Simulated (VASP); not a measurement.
Write the native input for VASP 6.6.1 that does the following.

```
Task                   : relaxation of cell and atoms
Functional             : PBE
Potentials or basis    : VASP PAW PBE potentials, release 64 (Ru_pv)
Cutoff                 : 600 eV
k mesh                 : 18 × 18 × 18
Occupations            : methfessel-paxton, width 0.1 eV
Spin                   : no spin polarisation
Further INCAR settings : ALGO = Normal; EDIFF = 1e-06; IBRION = 2; EDIFFG = -0.01; NSW = 90; ISIF = 3
```

The structure of Ru lies in POSCAR:

```
Ru
1.0
   -1.4615672100      1.4615672100      1.4615672100
    1.4615672100     -1.4615672100      1.4615672100
    1.4615672100      1.4615672100     -1.4615672100
Ru
1
Direct
    0.0000000000      0.0000000000      0.0000000000
```

The cell was built by a generator and needn't be a form met in nature.

These files were run (other wordings do the same):

INCAR

```
ALGO = Normal ; EDIFF = 1E-6
EDIFFG = -0.01 ; ENCUT = 600
GGA = PE ; IBRION = 2
ISIF = 3 ; ISMEAR = 1
LASPH = T ; LCHARG = F
LREAL = F ; LWAVE = F
NELM = 80 ; NSW = 90
PREC = Accurate ; SIGMA = 0.1
```

KPOINTS

```
k-points
0
Gamma
  18 18 18
```

Potentials or basis: VASP PAW PBE potentials, release 64 (Ru_pv).

Run with:

```sh
$ cat potpaw_PBE.64/Ru_pv/POTCAR > POTCAR
$ mpirun -np 1 vasp_std > vasp.out
```

It gave:

```yaml
Relaxed_volume: 14.21 Å³/atom
Relaxed_cell: a = 2.643 Å, b = 2.643 Å, c = 2.643 Å, α = 109.47°, β = 109.47°, γ = 109.47°
Space_group_after_relaxing_to_0.05_Å: Im-3m (No. 229)
Energy_gained_by_relaxing: 237.5 meV/atom
Ionic_steps: 5
Pressure_after_relaxing: 0.0 GPa
Band_gap_on_the_k_mesh: none (metal or under the smearing width)
```

Run time: 42 s on 1 thread of AMD EPYC 9R45 96-Core Processor (Zen 5), on a shared host, peak memory 0.13 GiB.
